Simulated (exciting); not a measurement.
Al:

```
Al
1.0
     0.00000    2.02481    2.02481
     2.02481    0.00000    2.02481
     2.02481    2.02481    0.00000
Al
1
Cartesian
  0.0000 0.0000 0.0000
```

- Program: exciting (release sodium)
- Task: single point
- Functional: PBEsol
- Potentials or basis: all-electron LAPW+lo, shipped species files, valence relativity iora*
- rgkmax: 7.5
- k mesh: 11 × 11 × 11
- Occupations: fermi-dirac, width 0.05 eV
- Spin: no spin polarisation
- gmaxvr (cutoff of density and potential): 14 1/bohr
- lmaxapw (and lmaxmat): 10
- lmaxvr: 8
- nempty: 8
- Valence relativity: iora*
- epsengy: 1e-05 Ha
- epspot: 1e-05 Ha
- maxscl: 60
- Muffin-tin radii: Al 2.0 bohr

On this cell: band gap on the k mesh none (metal or under the smearing width).

The same run follows on a disturbed copy (cell strained at random at fixed volume):

```
Al
1.0
     0.04789    1.96914    2.02685
     2.04326   -0.00835    2.08310
     2.04058    2.02271   -0.00568
Al
1
Direct
  0.00598 0.98688 0.02117
```

What changes?

The energy (extrapolated to zero smearing) moves by +4.7 meV/atom; band gap on the k mesh none (metal or under the smearing width).

Caveats: the free energy is that total less TS from the occupations.
